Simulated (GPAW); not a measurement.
Set up this calculation in GPAW 26.7.0, as an ASE script.

```yaml
Task: single point
Functional: PBEsol
Potentials_or_basis: PAW data sets generated in the run's folder for this functional
Cutoff: 800 eV
Basis: pw
k_mesh: 10 × 10 × 10
Occupations: gaussian, width 0.05 eV
Spin: no spin polarisation
Maxiter: 150
```

SiC (Moissanite 3C):

```
Si C
1.0
     0.00000    2.17900    2.17900
     2.17900    0.00000    2.17900
     2.17900    2.17900    0.00000
Si C
1 1
Direct
  0.00000 0.00000 0.00000
  0.75000 0.75000 0.75000
```

One way to write it, as run:

run.py

```python
from ase import Atoms
from ase.dft.bandgap import bandgap
from ase.io import write
from ase.units import Bohr, GPa
from gpaw import GPAW, PW, setup_paths
from gpaw.elf import elf_from_dft_calculation

setup_paths.insert(0, '.')

atoms = Atoms(['Si', 'C'],
              cell=[[0.0, 2.179, 2.179],
                    [2.179, 0.0, 2.179],
                    [2.179, 2.179, 0.0]],
              scaled_positions=[[0.0, 0.0, 0.0],
                                [0.75, 0.75, 0.75]],
              pbc=True)

calc = GPAW(mode=PW(800),
            xc='PBEsol',
            kpts={'size': (10, 10, 10), 'gamma': True},
            occupations={'name': 'methfessel-paxton', 'order': 0, 'width': 0.05},
            nbands=11,
            convergence={'density': 1e-05, 'energy': 1e-05},
            maxiter=150,
            txt='gpaw.txt')
atoms.calc = calc
energy = atoms.get_potential_energy()
forces = atoms.get_forces()
stress = atoms.get_stress()
calc.write('gs.gpw')
write('result.traj', atoms)
print(f'Energy: {energy:.6f} eV')
print('Forces (eV/A):')
print(forces.round(4))
print('Stress (GPa):', (stress / GPa).round(3))
print('Fermi level:', round(calc.get_fermi_level(), 4), 'eV')
print(f'Gap: {bandgap(calc)[0]:.4f} eV, direct: {bandgap(calc, direct=True)[0]:.4f} eV')

# fields on the real-space grid
write('density.cube', atoms, data=calc.get_pseudo_density() * Bohr**3)
write('potential.cube', atoms, data=calc.get_electrostatic_potential())
write('elf.cube', atoms, data=elf_from_dft_calculation(calc).data)
```

Potentials or basis: PAW data sets generated in the run's folder for this functional, pw.

The run is started by

```sh
$ gpaw-setup -f PBEsol C Si
$ OMP_NUM_THREADS=1 python run.py
```

Results of the run:

```json
{"Pressure": "1.0 GPa", "Band gap on the k mesh": "1.24 eV, indirect (least direct gap 4.45 eV)"}
```

It took 11 s on 1 thread of Intel(R) Xeon(R) Platinum 8488C (Sapphire Rapids), on a shared host, peak memory 0.15 GiB.
